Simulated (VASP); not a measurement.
# BaTiO3: what each functional gives, and what it costs, part 8 of 8

Aim: the band gap of BaTiO3 at many levels of theory on one cell, with the cost of each. Left out of this account: 1 further run (bands with TB-mBJ + SOC: it diverged and was aborted). The start is a cell from a database of measured crystal structures.

VASP 6.6.1, plane waves and PAW; the level of theory is named at each step.

So far, least gap on mesh and path (eV): step 2 (bands, level LDA, k 4×4×4) 1.69; step 8 (bands, level SCAN, k 4×4×4) 2.19; step 10 (bands, level HSE06, k 4×4×4) 3.24; step 12 (bands, level r2SCAN-EpsX, k 4×4×4) 3.54; step 13 (bands, level PBE-EpsX, k 4×4×4) 3.17.

## (14) Bands with PBE + SOC

This step: PBE, spin-orbit coupling; plane waves and PAW (Ba_sv, Ti_sv, O) (VASP 6.6.1).

Spin-orbit coupling needs spinors and the noncollinear program, where each band holds one electron.

Input file INCAR:

```
SYSTEM = BaTiO3
PREC = Accurate
ENCUT = 520
EDIFF = 1E-06
NELM = 100
ISMEAR = 0
SIGMA = 0.02
LREAL = .FALSE.
ALGO = Normal
GGA = PE
LNONCOLLINEAR = .TRUE.
MAGMOM = 0 0 0 0 0 0 0 0 0 0 0 0 0 0 0
NBANDS = 52
GGA_COMPAT = .FALSE.
LASPH = .TRUE.
LSORBIT = .TRUE.
LMAXMIX = 4
LORBIT = 11
LWAVE = .FALSE.
LCHARG = .FALSE.
KPAR = 8
```

Input file POSCAR:

```
BaTiO3
1.0
    3.9904800000      0.0000000000      0.0000000000
    0.0000000000      3.9904800000      0.0000000000
    0.0000000000      0.0000000000      4.0230300000
Ba Ti O
1 1 3
Direct
    0.0000000000      0.0000000000      0.0000000000
    0.5000000000      0.5000000000      0.5220000000
    0.5000000000      0.5000000000      0.9790000000
    0.5000000000      0.0000000000      0.4880000000
    0.0000000000      0.5000000000      0.4880000000
```

Input file KPOINTS:

```
Automatic mesh
0
Gamma
5 5 5
0 0 0
```

Input file KPOINTS_OPT:

```
Line mode
16
Line-mode
Reciprocal
  0.00000000   0.00000000   0.00000000 GAMMA
  0.00000000   0.50000000   0.00000000 X

  0.00000000   0.50000000   0.00000000 X
  0.50000000   0.50000000   0.00000000 M

  0.50000000   0.50000000   0.00000000 M
  0.00000000   0.00000000   0.00000000 GAMMA

  0.00000000   0.00000000   0.00000000 GAMMA
  0.00000000   0.00000000   0.50000000 Z

  0.00000000   0.00000000   0.50000000 Z
  0.00000000   0.50000000   0.50000000 R

  0.00000000   0.50000000   0.50000000 R
  0.50000000   0.50000000   0.50000000 A

  0.50000000   0.50000000   0.50000000 A
  0.00000000   0.00000000   0.50000000 Z

  0.00000000   0.50000000   0.00000000 X
  0.00000000   0.50000000   0.50000000 R

  0.50000000   0.50000000   0.00000000 M
  0.50000000   0.50000000   0.50000000 A
```

The projector-augmented-wave data sets are Ba_sv, Ti_sv and O (PBE family, release 64).

Launch:

```
> mpirun -np 8 vasp_ncl
```

Numbers of over 12 decimals in the logs are rounded to 6 here.

The program printed:

```text
[... set-up lines as in an earlier step ...]
 entering main loop
       N       E                     dE             d eps       ncg     rms          rms(c)
DAV:   1     0.503281905855E+03    0.50328E+03   -0.19865E+04  3120   0.167E+03
DAV:   2     0.270903593341E+02   -0.47619E+03   -0.44238E+03  3424   0.482E+02
DAV:   3    -0.460024656847E+02   -0.73093E+02   -0.71003E+02  4060   0.183E+02
DAV:   4    -0.507026047765E+02   -0.47001E+01   -0.46875E+01  4632   0.434E+01
[...]
DAV:  14    -0.401743836302E+02   -0.11140E-05   -0.76516E-05  3788   0.715E-02    0.134E-02
DAV:  15    -0.401743853397E+02   -0.17095E-05   -0.11767E-05  4588   0.336E-02    0.498E-03
DAV:  16    -0.401743858227E+02   -0.48295E-06   -0.22860E-06  3452   0.149E-02
   1 F= -.40174386E+02 E0= -.40174386E+02  d E =-.123764E-37  mag=    -0.0000    -0.0000    -0.0000
 Start KPOINTS_OPT (optional k-point list driver)
k-point batch [1-30\144]
       N       E                     dE             ncg
DAV:   1     0.316843213823E+04   -0.16715E+05     3120
DAV:   2    -0.988037275566E+04   -0.13049E+05     3376
DAV:   3    -0.117838390847E+05   -0.19035E+04     4552
DAV:   4    -0.119323239363E+05   -0.14848E+03     4376
[...]
DAV:   8    -0.119406704936E+05   -0.88728E-04     4276
DAV:   9    -0.119406704968E+05   -0.31379E-05     2808
DAV:  10    -0.119406704971E+05   -0.31757E-06     2172
[...]
k-point batch [121-144\144]
       N       E                     dE             ncg
DAV:   1     0.830363517303E+04   -0.29608E+05     2496
DAV:   2    -0.225836196423E+04   -0.10562E+05     2684
DAV:   3    -0.387428896984E+04   -0.16159E+04     3764
DAV:   4    -0.399942454499E+04   -0.12514E+03     3464
[...]
DAV:   8    -0.400564783552E+04   -0.60130E-04     3392
DAV:   9    -0.400564783702E+04   -0.15049E-05     2400
DAV:  10    -0.400564783713E+04   -0.10451E-06     1760
```

Elapsed: 61 s, on 8 MPI ranks of Intel Xeon 6975P-C (Granite Rapids), shared host; peak memory 3.7 GiB; 8 min of CPU time.

Parts of OUTCAR (step 14):

```text
  Total        2.0032317      2.0032317      2.9676439      0.0000000     -0.0000000      0.0000000
  in kB       50.1000565     50.1000565     74.2196368      0.0000000     -0.0000000      0.0000000
  external PRESSURE =      58.1399166 kB  Pullay stress =       0.0000000 kB

 POSITION                                       TOTAL-FORCE (eV/Angst)
 -----------------------------------------------------------------------------------
      0.00000      0.00000      0.00000        -0.000000      0.000000      0.133978
      1.99524      1.99524      2.10002        -0.000000      0.000000     -0.241261
      1.99524      1.99524      3.93855        -0.000000     -0.000000      0.072645
      1.99524      0.00000      1.96324        -0.000000      0.000000      0.017319
      0.00000      1.99524      1.96324         0.000000      0.000000      0.017319
 -----------------------------------------------------------------------------------
    total drift:                                0.000000      0.000000      0.000412

  FREE ENERGIE OF THE ION-ELECTRON SYSTEM (eV)
  ---------------------------------------------------
  free  energy   TOTEN  =       -40.1743858227 eV

  energy  without entropy=      -40.1743858227  energy(sigma->0) =      -40.17438582

 magnetization (x)
# of ion       s       p       d       tot
------------------------------------------
    1        0.000   0.000  -0.000  -0.000
    2        0.000   0.000  -0.000  -0.000
    3        0.000   0.000   0.000   0.000
    4        0.000  -0.000   0.000  -0.000
    5        0.000  -0.000   0.000  -0.000
--------------------------------------------------
tot          0.000  -0.000  -0.000  -0.000

 magnetization (y)
# of ion       s       p       d       tot
------------------------------------------
    1        0.000   0.000   0.000   0.000
    2        0.000   0.000   0.000   0.000
    3       -0.000   0.000   0.000  -0.000
    4        0.000   0.000   0.000   0.000
    5        0.000   0.000   0.000   0.000
--------------------------------------------------
tot         -0.000   0.000   0.000  -0.000

 magnetization (z)
# of ion       s       p       d       tot
------------------------------------------
    1        0.000  -0.000   0.000   0.000
    2       -0.000   0.000  -0.000  -0.000
    3        0.000   0.000   0.000   0.000
    4        0.000   0.000   0.000   0.000
    5        0.000   0.000   0.000   0.000
--------------------------------------------------
tot         -0.000  -0.000  -0.000  -0.000

[... 1 part as in an earlier step ...]

[... 2 further parts left out ...]
[key lines of the parts left out:]
E-fermi :   3.9186
```

Electronic bands along the path, in eV, zero at the valence-band top; v1 is the highest filled band, c1 the lowest empty one:

| point | v4 | v3 | v2 | v1 | c1 | c2 | c3 | c4 |
| --- | --- | --- | --- | --- | --- | --- | --- | --- |
| Γ | -0.37 | -0.37 | -0.34 | -0.34 | 1.79 | 1.79 | 2.16 | 2.16 |
| 0.47 of the way | -0.80 | -0.78 | -0.65 | -0.62 | 2.21 | 2.22 | 2.66 | 2.67 |
| X | -1.14 | -1.14 | -0.98 | -0.98 | 2.30 | 2.30 | 3.52 | 3.52 |
| 0.47 of the way | -1.12 | -1.09 | -0.58 | -0.58 | 2.77 | 2.79 | 3.58 | 3.60 |
| M | -1.02 | -1.02 | -0.09 | -0.09 | 3.60 | 3.60 | 3.62 | 3.62 |
| 0.47 of the way | -1.02 | -1.01 | -0.50 | -0.49 | 2.77 | 2.80 | 3.00 | 3.01 |
| Γ | -0.37 | -0.37 | -0.34 | -0.34 | 1.79 | 1.79 | 2.16 | 2.16 |
| 0.47 of the way | -0.57 | -0.57 | -0.51 | -0.51 | 1.86 | 1.86 | 2.85 | 2.85 |
| Z | -0.74 | -0.74 | -0.70 | -0.70 | 1.96 | 1.96 | 3.62 | 3.62 |
| 0.53 of the way | -1.13 | -1.10 | -0.62 | -0.62 | 2.90 | 2.90 | 3.63 | 3.63 |
| R | -0.85 | -0.85 | -0.27 | -0.27 | 3.55 | 3.55 | 3.64 | 3.64 |
| 0.47 of the way | -0.58 | -0.58 | -0.23 | -0.23 | 3.80 | 3.81 | 3.83 | 3.83 |
| A | -0.17 | -0.17 | 0.00 | 0.00 | 4.19 | 4.19 | 4.20 | 4.20 |
| 0.47 of the way | -0.69 | -0.69 | -0.59 | -0.59 | 3.41 | 3.41 | 3.78 | 3.78 |
| Z | -0.74 | -0.74 | -0.70 | -0.70 | 1.96 | 1.96 | 3.62 | 3.62 |
| jump to X | -1.14 | -1.14 | -0.98 | -0.98 | 2.30 | 2.30 | 3.52 | 3.52 |
| 0.47 of the way | -1.24 | -1.24 | -0.71 | -0.71 | 2.93 | 2.93 | 3.53 | 3.53 |
| R | -0.85 | -0.85 | -0.27 | -0.27 | 3.55 | 3.55 | 3.64 | 3.64 |
| jump to M | -1.02 | -1.02 | -0.09 | -0.09 | 3.60 | 3.60 | 3.62 | 3.62 |
| 0.47 of the way | -0.76 | -0.76 | -0.05 | -0.05 | 3.85 | 3.85 | 3.86 | 3.86 |
| A | -0.17 | -0.17 | 0.00 | 0.00 | 4.19 | 4.19 | 4.20 | 4.20 |

The largest weight of each band there:

| point | v4 | v3 | v2 | v1 | c1 | c2 | c3 | c4 |
| --- | --- | --- | --- | --- | --- | --- | --- | --- |
| Γ | O 0.88 | O 0.88 | O 0.89 | O 0.89 | Ti 0.96 | Ti 0.96 | Ti 0.86 | Ti 0.86 |
| X | O 0.84 | O 0.84 | O 0.88 | O 0.88 | Ti 0.92 | Ti 0.92 | Ti 0.81 | Ti 0.81 |
| M | O 0.87 | O 0.87 | O 0.97 | O 0.97 | Ti 0.82 | Ti 0.82 | Ti 0.82 | Ti 0.82 |
| Γ | O 0.88 | O 0.88 | O 0.89 | O 0.89 | Ti 0.96 | Ti 0.96 | Ti 0.86 | Ti 0.86 |
| Z | O 0.93 | O 0.93 | O 0.93 | O 0.93 | Ti 1.00 | Ti 1.00 | Ti 0.81 | Ti 0.81 |
| R | O 0.87 | O 0.87 | O 0.97 | O 0.97 | Ti 0.82 | Ti 0.82 | Ti 0.82 | Ti 0.82 |

The gap is 1.79 eV, indirect, from A to Γ. That is the gap of PBE again, on another mesh; this run took 3.7 times the core time.

## (15) The ladder as a table

This step: ladder of functionals on one cell; plane waves and PAW (VASP 6.6.1).

Derived from the runs above.

A gap of 0 means none; cost is the wall time of each run, as given at its step, times its ranks, without the set-up around it. Results by level, by row:

| level | gap (eV) | least direct gap (eV) | pressure (GPa) | cost (core minutes) |
| --- | --- | --- | --- | --- |
| LDA | 1.694 | 2.075 | -4.89 | 2.03 |
| PBEsol | 1.743 | 2.127 | -0.46 | 2.19 |
| PBE | 1.79 | 2.171 | 5.81 | 2.19 |
| r2SCAN | 2.188 | 2.575 | 2.83 | 6.8 |
| BLYP | 1.813 | 2.185 | 11.63 | 3.07 |
| SCAN | 2.188 | 2.579 | 2.03 | 7.2 |
| HSE06 | 3.244 | 3.603 | - | 40.9 |
| r2SCAN-EpsX | 3.535 | 3.901 | - | 40.4 |
| PBE-EpsX | 3.17 | 3.535 | - | 37.1 |
| PBE + SOC | 1.794 | 2.13 | 5.81 | 8.13 |

## (16) What came out

| Property | Result |
| --- | --- |
| gap, LDA | 1.69 eV |
| gap, PBEsol | 1.74 eV |
| gap, PBE | 1.79 eV |
| gap, r2SCAN | 2.19 eV |
| gap, BLYP | 1.81 eV |
| gap, SCAN | 2.19 eV |
| gap, HSE06 | 3.24 eV |
| gap, r2SCAN-EpsX | 3.54 eV |
| gap, PBE-EpsX | 3.17 eV |
| gap, PBE + SOC | 1.79 eV |

What this shows: For BaTiO3, without spin-orbit coupling, the functional decides between a gap of 1.69 eV (LDA) and 3.54 eV (r2SCAN-EpsX), while across these levels the cost spans a factor of 20. HSE06 moves the gap by +1.45 eV from PBE, at about 19 times the core time, though on fewer points of the path. On r2SCAN the gap grows with the share of exact exchange: 2.19 eV at none, 3.54 eV at 0.16. Spin-orbit coupling changes the PBE gap by +0.00 eV (the two runs use different meshes). Adding the spin-orbit shift of PBE (+0.00 eV) to levels run without it gives estimates of 3.25 eV for HSE06, 3.54 eV for r2SCAN-EpsX and 3.17 eV for PBE-EpsX; the shift need not carry over unchanged. All levels use one geometry, and one mesh but for spin-orbit runs, kept coarse to afford the hybrids, so no gap here is fully converged. Costs come from a shared host, and the hybrids use PRECFOCK = Fast. Not obtained: TB-mBJ, because the run did not converge. These are single-particle gaps of a static lattice, without excitons or temperature.

[Lines on the potential files, build, host, timing and source positions are cut from VASP's logs without a mark.]

[Logs are printed without paths, hosts, clocks, repeated set-up lines and the standing remarks that a program may print on its own settings, such as how far it seeks lower states.]

[Hosts, paths, dates, database ids (printed as entryN), source tags and the programs' standing remarks are cut or masked in the printed files.]

[Measured values are set beside computed ones only where the two were judged alike; some that the calculation misses by far are left out.]

[In band tables of VASP the shares of atoms and orbitals are scaled to a sum of 1 inside the atoms' spheres.]
